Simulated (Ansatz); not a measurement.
An Ansatz input and the part of its output that reports the observables at the nuclei.

The cell is a Materials Project structure (computed, not necessarily an observed phase).

```yaml
crystal:
  lattice:
    - [6.025601, -2.362139, 0.0]
    - [6.025601, 2.362139, 0.0]
    - [-1.272127, 0.0, 5.240246]
  atoms:
    - { symbol: V, position: [0.616858, 0.097388, 0.252663] }
    - { symbol: V, position: [0.097388, 0.616858, 0.752663] }
    - { symbol: V, position: [0.383142, 0.902612, 0.747337] }
    - { symbol: V, position: [0.902612, 0.383142, 0.247337] }
    - { symbol: O, position: [0.329868, 0.450213, 0.017553] }
    - { symbol: O, position: [0.549787, 0.670132, 0.482447] }
    - { symbol: O, position: [0.450213, 0.329868, 0.517553] }
    - { symbol: O, position: [0.670132, 0.549787, 0.982447] }
    - { symbol: O, position: [0.133255, 0.273623, 0.631583] }
    - { symbol: O, position: [0.273623, 0.133255, 0.131583] }
    - { symbol: O, position: [0.866745, 0.726377, 0.368417] }
    - { symbol: O, position: [0.726377, 0.866745, 0.868417] }
    - { symbol: O, position: [0.885229, 0.114771, 0.25] }
    - { symbol: O, position: [0.114771, 0.885229, 0.75] }
kpoints:
  mp_grid: { grid: [6, 6, 5] }
scf:
  occupations: { method: fermi_dirac, width: 0.02 }
hamiltonian:
  xc: r2scan
  pseudopotentials: { kind: paw }
output:
  forces: true
  stress: true
  populations: true
  efg:
    quadrupole_moments_barn: { V: -0.052, O: -0.02558 }
    contact_densities: true
```

```sh
ansatz run input.yaml --threads 1 --pin off --max-ram 2560MiB --backend cpu --events-out ev --progress --plain --runs-dir out
```

Of the output, the block on the nuclei alone is shown; the set-up, the SCF iterations, energies, forces and stress are cut. One atom of each set with nearly equal values is shown.

```
--- PAW observables at the nuclei: V_zz in 10²¹ V/m², potentials from the cell's mean, atoms counted from 1 ---
  atom   1  V  V_zz =    +3.686938   η = 0.5669   by run symmetry: allowed   C_q = -4.6358 MHz
            electrostatic potential = -2686.054738 V   contact ρ = 65945.222964 e/Å³
  atom   5  O  V_zz =    +1.746803   η = 0.8673   by run symmetry: allowed   C_q = -1.0804 MHz
            electrostatic potential = -622.296027 V   contact ρ = 2155.552284 e/Å³
  atom   9  O  V_zz =    -4.886508   η = 0.5453   by run symmetry: allowed   C_q = +3.0224 MHz
            electrostatic potential = -622.470561 V   contact ρ = 2153.307049 e/Å³
  atom  13  O  V_zz =    +4.101188   η = 0.8673   by run symmetry: allowed   C_q = -2.5367 MHz
            electrostatic potential = -622.519059 V   contact ρ = 2154.327067 e/Å³
```

The run took 60 s of wall time (61 s of CPU time) and 1.1 GiB at its peak, on 1 thread of Intel Xeon Platinum 8375C CPU @ 2.90GHz (Ice Lake) (x86_64; 2 cores open to the job, memory cap 2.5 GiB, no GPU), a shared host with a load of 0.1 a core.

At this cell the r2SCAN pressure is -12 GPa, so with r2SCAN the cell would shrink if it were relaxed. The entry's cell may itself be off. The largest force is 1.6 eV/Å, so the atoms aren't at the calculated equilibrium and relaxing them would move these values.
